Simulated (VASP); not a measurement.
# Ag in VASP: relaxation of the atoms with r2SCAN+rVV10

Aim: the relaxation of the atoms of Ag with r2SCAN+rVV10.

All numbers are computed with VASP 6.6.1; they aren't measurements. Logs are shortened: lines on timing, memory, paths and dates and some standing lists are left out, and cuts for length are marked.

**1. Starting point**

The cell holds a slab with vacuum, 4 atoms: a = 2.911 Å, b = 2.911 Å, c = 30.007 Å, α = 90.00°, β = 90.00°, γ = 120.00°.

The cell was built by a generator and needn't be a form met in nature.

**2. Relaxation of the atoms, r2SCAN+rVV10**

Input file INCAR:

```
SYSTEM = Ag
PREC = Accurate ; ENCUT = 520
EDIFF = 1E-6 ; ISMEAR = 1
SIGMA = 0.1 ; LREAL = .False.
LASPH = .True. ; NELM = 120
ALGO = Normal ; ISIF = 2
LWAVE = .False. ; LCHARG = .False.
LDIPOL = .True. ; IDIPOL = 3
DIPOL = 0.5 0.5 0.500 ; METAGGA = R2SCAN
LMIXTAU = .True. ; LUSE_VDW = .True.
IVDW_NL = 2 ; BPARAM = 11.95
CPARAM = 0.0093 ; IBRION = 2
NSW = 90 ; EDIFFG = -0.02
KPAR = 2
```

Input file KPOINTS:

```
Automatic mesh
0
Gamma
  15 15 1
  0 0 0
```

Input file POSCAR:

```
Ag
1.0
    1.4555329600      2.5210570600      0.0000000000
   -2.9110659100      0.0000000000      0.0000000000
    0.0000000000      0.0000000000     30.0068606300
Ag
4
Direct
    0.6666670000      0.3333330000      0.3836188800
    0.3333330000      0.6666670000      0.4612062900
    0.0000000000      0.0000000000      0.5387937100
    0.6666670000      0.3333330000      0.6163811200
```

Potentials or basis: VASP PAW PBE potentials, release 64 (Ag).

Started as:

```console
$ cat potpaw_PBE.64/Ag/POTCAR > POTCAR
$ mpirun -np 2 vasp_std > vasp.out
```

OUTCAR:

```text
SYSTEM = Ag
   PREC = Accurate
   ENCUT = 520
   EDIFF = 1E-6
   ISMEAR = 1
   LREAL = .False.
   LASPH = .True.
   NELM = 120
   ISIF = 2
   METAGGA = R2SCAN
   IVDW_NL = 2
   BPARAM = 11.95
   IBRION = 2
   NSW = 90
   EDIFFG = -0.02

 ion  position               nearest neighbor table
   1  0.667  0.333  0.384-   2 2.87   2 2.87   2 2.87
   2  0.333  0.667  0.461-   1 2.87   1 2.87   3 2.87   3 2.87   3 2.87   1 2.87
   3  0.000  0.000  0.539-   4 2.87   2 2.87   4 2.87   4 2.87   2 2.87   2 2.87
   4  0.667  0.333  0.616-   3 2.87   3 2.87   3 2.87

  LATTYP: Found a hexagonal cell.
 ALAT       =     2.9110659384
 C/A-ratio  =    10.3078601672

  Lattice vectors:

 A1 = (   1.4555329600,   2.5210570600,   0.0000000000)
 A2 = (  -2.9110659100,   0.0000000000,   0.0000000000)
 A3 = (   0.0000000000,   0.0000000000,  30.0068606300)

Analysis of symmetry for initial positions (statically):
=====================================================================
 Subroutine PRICEL returns:
 Original cell was already a primitive cell.

 Routine SETGRP: Setting up the symmetry group for a
 hexagonal supercell.

 Subroutine GETGRP returns: Found 12 space group operations
 (whereof  6 operations were pure point group operations)
 out of a pool of 24 trial point group operations.

The static configuration has the point symmetry C_3v.
 The point group associated with its full space group is D_3d.

Analysis of symmetry for dynamics (positions and initial velocities):
=====================================================================
 Subroutine PRICEL returns:
 Original cell was already a primitive cell.

 Routine SETGRP: Setting up the symmetry group for a
 hexagonal supercell.

 Subroutine GETGRP returns: Found 12 space group operations
 (whereof  6 operations were pure point group operations)
 out of a pool of 24 trial point group operations.

The dynamic configuration has the point symmetry C_3v.
 The point group associated with its full space group is D_3d.

 Subroutine INISYM returns: Found 12 space group operations
 (whereof  6 operations are pure point group operations),
 and found     1 'primitive' translations

----------------------------------------------------------------------------------------

                                     Primitive cell

  volume of cell :     220.2192

  direct lattice vectors                    reciprocal lattice vectors
     1.455532960  2.521057060  0.000000000     0.000000000  0.396659011  0.000000000
    -2.911065910  0.000000000  0.000000000    -0.343516784  0.198329506  0.000000000
     0.000000000  0.000000000 30.006860630     0.000000000  0.000000000  0.033325712

  length of vectors
     2.911065938  2.911065910 30.006860630     0.396659011  0.396659015  0.033325712

  position of ions in fractional coordinates (direct lattice)
     0.666667000  0.333333000  0.383618880
     0.333333000  0.666667000  0.461206290
     0.000000000  0.000000000  0.538793710
     0.666667000  0.333333000  0.616381120

  ion indices of the primitive-cell ions
   primitive index   ion index
                 1           1
                 2           2
                 3           3
                 4           4

----------------------------------------------------------------------------------------

 KPOINTS: Automatic mesh

Automatic generation of k-mesh.
 Grid dimensions read from file:
 generate k-points for:   15   15    1

 Generating k-lattice:

  Cartesian coordinates                     Fractional coordinates (reciprocal lattice)
     0.000000000  0.026443934  0.000000000     0.066666667  0.000000000  0.000000000
    -0.022901119  0.013221967  0.000000000    -0.000000000  0.066666667  0.000000000
     0.000000000  0.000000000  0.033325712     0.000000000  0.000000000  1.000000000

  Length of vectors
     0.026443934  0.026443934  0.033325712

  Shift w.r.t. Gamma in fractional coordinates (k-lattice)
     0.000000000  0.000000000  0.000000000

 Subroutine IBZKPT returns following result:
 ===========================================

 Found     27 irreducible k-points:

 Following reciprocal coordinates:
            Coordinates               Weight
  0.000000  0.000000  0.000000      1.000000
  0.066667  0.000000  0.000000      6.000000
  0.133333  0.000000  0.000000      6.000000
  0.200000  0.000000  0.000000      6.000000
  0.266667  0.000000  0.000000      6.000000
  0.333333  0.000000  0.000000      6.000000
[... 16 lines left out ...]
  0.333333  0.200000  0.000000     12.000000
  0.400000  0.200000  0.000000      6.000000
 [... further k-points ...]
   k-points           NKPTS =     27   k-points in BZ     NKDIM =     27   number of bands    NBANDS=     26
   number of dos      NEDOS =    301   number of ions     NIONS =      4
   total plane-waves  NPLWV = 129024
   dimension x,y,z NGX =    24 NGY =   24 NGZ =  224
   dimension x,y,z NGXF=    48 NGYF=   48 NGZF=  448
   ions per type =               4
   NGX,Y,Z   is equivalent  to a cutoff of  13.71, 13.71, 12.41 a.u.
   NGXF,Y,Z  is equivalent  to a cutoff of  27.41, 27.41, 24.82 a.u.
 SYSTEM =  Ag
   PREC   = accura    normal or accurate (medium, high low for compatibility)
   ISTART =      0    job   : 0-new  1-cont  2-samecut
   ICHARG =      2    charge: 1-file 2-atom 10-const
   ISPIN  =      1    spin polarized calculation?
   LNONCOLLINEAR =      F non collinear calculations
   LSORBIT =      F    spin-orbit coupling
   LASPH  =      T    aspherical Exc in radial PAW
   ENCUT  =  520.0 eV  38.22 Ry    6.18 a.u.   5.41  5.41 55.79*2*pi/ulx,y,z
   NELM   =    120;   NELMIN=  2; NELMDL= -5     # of ELM steps
   EDIFF  = 0.1E-05   stopping-criterion for ELM
   LREAL  =      F    real-space projection
   EDIFFG = -.2E-01   stopping-criterion for IOM
   NSW    =     90    number of steps for IOM
   IBRION =      2    ionic relax: 0-MD 1-quasi-New 2-CG
   NFREE  =      1    steps in history (QN), initial steepest desc. (CG)
   ISIF   =      2    stress and relaxation
   ISYM   =      2    0-nonsym 1-usesym 2-fastsym
   POTIM  = 0.5000    time-step for ionic-motion
   TEBEG  =    0.0;   TEEND  =   0.0 temperature during run
   PSTRESS=    0.0 pullay stress
   NELECT =      44.0000    total number of electrons
   NUPDOWN=      -1.0000    fix difference up-down
   EMIN   =  10.00;   EMAX   =-10.00  energy-range for DOS
   EFERMI =   0.00;   METHOD = LEGACY
   ISMEAR =     1;   SIGMA  =   0.10  broadening in eV -4-tet -1-fermi 0-gaus
   EFERMI_NEDOS =   21; number of points for ismear=-14 and -15
   IALGO  =     38    algorithm
   IMIX   =      4    mixing-type and parameters
     AMIX     =   0.40;   BMIX     =  1.00
     AMIX_MAG =   1.60;   BMIX_MAG =  1.00
  volume/ion in A,a.u.               =      55.05       371.53
  Fermi-wavevector in a.u.,A,eV,Ry     =   0.957063  1.808587 12.462529  0.915970
  Thomas-Fermi vector in A             =   2.086048
   LORBIT       =      0    0 simple, 1 ext, 2 COOP (PROOUT), +10 PAW based schemes
   METAGGA = R2SCAN    functional components
   LHFCALC =     F    Hartree Fock is set to
   AEXX    =    0.0000 exact exchange contribution
   IVDW_NL    =     2    kernel type
   BPARAM     =11.9500
   IVDW    =     0    specifies the selected vdW correction
   LEPSILON=     F    determine dielectric tensor
   LRPA    =     F    only Hartree local field effects (RPA)
 conjugate gradient relaxation of ions
 non-spin polarized calculation
 Methfessel and Paxton  Order N= 1 SIGMA  =   0.10
  energy-cutoff  :      520.00
  volume of cell :      220.22
 maximum number of plane-waves:      6039
 NGX is ok and might be reduce to    24
   NGX = 11   NGY = 11   NGZ =111

--------------------------------------- Ionic step        1  -------------------------------------------

 number of electron      44.0000007 magnetization

 Free energy of the ion-electron system (eV)
  ---------------------------------------------------
  ext. energy  EPLUGINS =         0.00000000
  ---------------------------------------------------
  free energy    TOTEN  =       -83.04979546 eV

  energy without entropy =      -83.04838856  energy(sigma->0) =      -83.04932650

------------------------ aborting loop EDIFF was not reached (unconverged)  ----------------------------

  FORCE on cell =-STRESS in cart. coord.  units (eV):
  Direction    XX          YY          ZZ          XY          YZ          ZX
  --------------------------------------------------------------------------------------
  -------------------------------------------------------------------------------------
  Total       -1.6771311     -1.6771311      0.1827758     -0.0000000      0.0000000     -0.0000000
  in kB      -12.2017554    -12.2017556      1.3297620     -0.0000000      0.0000000     -0.0000000
  external PRESSURE =      -7.6912497 kB  Pullay stress =       0.0000000 kB
[... 95 lines left out ...]
  FREE ENERGIE OF THE ION-ELECTRON SYSTEM (eV)
  ---------------------------------------------------
  free  energy   TOTEN  =       -83.0504326101 eV

  energy  without entropy=      -83.0491407476  energy(sigma->0) =      -83.05000199

 dipolmoment           0.000000      0.000000      0.000000 electrons x Angstroem

--------------------------------------- Ionic step        4  -------------------------------------------

 number of electron      44.0000007 magnetization

 dipolmoment           0.000000      0.000000     -0.000000 electrons x Angstroem

 Free energy of the ion-electron system (eV)
  ---------------------------------------------------
  ext. energy  EPLUGINS =         0.00000000
  ---------------------------------------------------
  free energy    TOTEN  =       -83.05046983 eV

  energy without entropy =      -83.04919575  energy(sigma->0) =      -83.05004514

 E-fermi :  -0.3986     XC(G=0):  -4.5644

 val. band max:       -0.4959036709   @ k =   0.4000   0.0667   0.0000
 cond. band min:      -0.3903903024   @ k =   0.2000   0.2000   0.0000
 fundamental gap:      0.1055133684
 Fermi energy:        -0.3986063194

 k-point     1 :       0.0000    0.0000    0.0000
  band No.  band energies     occupation
      1      -8.0818      2.00000
      2      -7.2309      2.00000
      3      -6.9228      2.00000
      4      -6.7695      2.00000
      5      -5.6418      2.00000
      6      -5.6418      2.00000
[... 685 lines left out ...]
     25       4.0718      0.00000
     26       4.7519      0.00000

 [... further k-points ...]

------------------------ aborting loop because EDIFF is reached ----------------------------------------

 vacuum level on the upper side and lower side of the slab       (xc-potential included)         0.051         0.051

  FORCE on cell =-STRESS in cart. coord.  units (eV):
  Direction    XX          YY          ZZ          XY          YZ          ZX
  --------------------------------------------------------------------------------------
  -------------------------------------------------------------------------------------
  Total       -1.7678440     -1.7678441      0.0050504     -0.0000000      0.0000000     -0.0000000
  in kB      -12.8617259    -12.8617262      0.0367438     -0.0000000      0.0000000     -0.0000000
  external PRESSURE =      -8.5622361 kB  Pullay stress =       0.0000000 kB
[... 19 lines left out ...]
  FREE ENERGIE OF THE ION-ELECTRON SYSTEM (eV)
  ---------------------------------------------------
  free  energy   TOTEN  =       -83.0504698281 eV

  energy  without entropy=      -83.0491957527  energy(sigma->0) =      -83.05004514

 reached required accuracy - stopping structural energy minimisation

 vacuum level on the upper side and lower side of the slab         4.064         4.064
```

Run time: 78 min. Hardware: 2 MPI ranks of Intel Xeon Platinum 8488C (Sapphire Rapids), shared host; peak memory 0.89 GiB.

Results:

* Free energy: -83.0505 eV
* Energy gained by relaxing: 0.2 meV/atom
* Ionic steps: 4
* Largest force after relaxing: 0.019 eV/Å
* Band gap on the k mesh: none (metal or under the smearing width)

Forces in eV/Å, atoms in the order of the input:
```
Ag   0.000  0.000  0.002
Ag   0.000  0.000 -0.019
Ag   0.000  0.000  0.019
Ag   0.000  0.000 -0.002
```

Step by step:
```
step  energy change (eV)  largest force (eV/Å)  pressure (GPa)
   1              0.0000                0.0737           -0.77
   2             -0.0006                0.0298           -0.86
   3             -0.0006                0.0257           -0.86
   4             -0.0007                0.0185           -0.86
```

Final structure:
```xyz
4
Lattice="1.4555 2.5211 0.0000 -2.9111 0.0000 0.0000 0.0000 0.0000 30.0069" Properties=species:S:1:pos:R:3 pbc="T T T"
Ag    0.0000    1.6807   11.5115
Ag   -1.4555    0.8404   13.8346
Ag   -2.9111    0.0000   16.1722
Ag    0.0000    1.6807   18.4954
```

Levels at points of the mesh, in eV from the Fermi level:
```
           k point  band 19  band 20  band 21  band 22  band 23  band 24  band 25  band 26
(0.00, 0.00, 0.00)    -3.62    -3.62    -3.54    -3.41    -3.41    -1.02     0.27     4.07
```

Caveat: the PAW data sets were made with another functional, which shifts forces and pressure a little.
